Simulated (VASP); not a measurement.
# CdSe: relaxed cell and band gap, by functional

CdSe, P6_3mc (no. 186), 4 atoms in the cell.

| Functional | Volume (Å³/atom) | Change from the starting volume (fraction) | Gap, path and mesh (eV) | Time (s) |
|---|---|---|---|---|
| RPBE | 31.19 | 0.110 | 0.61 | 286 |
| revPBE | 30.82 | 0.097 | 0.59 | 394 |
| AM05 | 28.60 | 0.018 | 0.61 | 400 |
| PW91 | 29.85 | 0.062 | 0.52 | 366 |
| BLYP | 31.76 | 0.130 | 0.33 | 742 |
| optPBE exchange with PBE correlation | 29.56 | 0.052 | 0.60 | 315 |
| optB88 exchange with PBE correlation | 28.89 | 0.028 | 0.55 | 272 |
| optB86b exchange with PBE correlation | 28.38 | 0.010 | 0.62 | 350 |
| CX exchange with PBE correlation | 27.96 | -0.005 | 0.66 | 394 |

Limits: Spin-orbit coupling is left out, and with elements this heavy it changes the gap.

## Input of the first row

INCAR.step1:
```
ALGO     = Normal         # electronic algorithm
EDIFF    = 1E-7           # SCF threshold, eV
EDIFFG   = -0.005         # ionic threshold
ENCUT    = 600            # plane-wave cutoff, eV
GGA      = RP             # functional
GGA_COMPAT= F            
IBRION   = 2              # ionic algorithm
ISIF     = 3              # what is computed and relaxed
ISMEAR   = 0              # smearing method
KPAR     = 2            
LASPH    = T              # aspherical terms in the spheres
LCHARG   = F              # write CHGCAR
LREAL    = F              # projectors in reciprocal space
LWAVE    = F              # write WAVECAR
NELM     = 150            # most SCF steps
NSW      = 60             # ionic steps
PREC     = Accurate       # precision mode
SIGMA    = 0.02           # smearing width, eV
```

INCAR.step2, as INCAR.step1 but for:
```
- NSW = 60
+ NSW = 40
```

INCAR.step3, as INCAR.step2 but for:
```
- EDIFFG = -0.005
- IBRION = 2
- ISIF = 3
- NSW = 40
+ ISIF = 2
+ NBANDS = 26
```

KPOINTS:
```
k-points
0
Gamma
  6 6 3
```

KPOINTS_OPT:
```
path GMKGALHA,LM,KH
8
line-mode
reciprocal
 0.0000000000  0.0000000000  0.0000000000  G
 0.5000000000  0.0000000000  0.0000000000  M

 0.5000000000  0.0000000000  0.0000000000  M
 0.3333333333  0.3333333333  0.0000000000  K

 0.3333333333  0.3333333333  0.0000000000  K
 0.0000000000  0.0000000000  0.0000000000  G

 0.0000000000  0.0000000000  0.0000000000  G
 0.0000000000  0.0000000000  0.5000000000  A

 0.0000000000  0.0000000000  0.5000000000  A
 0.5000000000  0.0000000000  0.5000000000  L

 0.5000000000  0.0000000000  0.5000000000  L
 0.3333333333  0.3333333333  0.5000000000  H

 0.3333333333  0.3333333333  0.5000000000  H
 0.0000000000  0.0000000000  0.5000000000  A

 0.5000000000  0.0000000000  0.5000000000  L
 0.5000000000  0.0000000000  0.0000000000  M

 0.3333333333  0.3333333333  0.0000000000  K
 0.3333333333  0.3333333333  0.5000000000  H
```

POSCAR.step1:
```
CdSe
1.0
    4.3000000000      0.0000000000      0.0000000000
   -2.1500000000      3.7239092363      0.0000000000
    0.0000000000      0.0000000000      7.0200000000
Cd Se
2 2
Direct
    0.6666666667      0.3333333333      0.5000000000
    0.3333333333      0.6666666667      0.0000000000
    0.6666666667      0.3333333333      0.8850000000
    0.3333333333      0.6666666667      0.3850000000
```

Commands (each step's output is kept before the next begins):
```
cat potpaw_PBE.64/Cd/POTCAR potpaw_PBE.64/Se/POTCAR > POTCAR
cp INCAR.step1 INCAR
cp POSCAR.step1 POSCAR
mpirun -np 2 vasp_std > vasp.out
cp CONTCAR POSCAR
rm WAVECAR CHG
cp INCAR.step2 INCAR
mpirun -np 2 vasp_std > vasp.out
cp CONTCAR POSCAR
rm WAVECAR CHG
cp INCAR.step3 INCAR
mpirun -np 2 vasp_std > vasp.out
```

Changes of the last row against the first:
```
(all steps)
- GGA = RP
+ GGA = CX
```

VASP 6.6.1 took 286 s on 2 cores (AMD EPYC 7R43 (Zen 3)), a shared host.
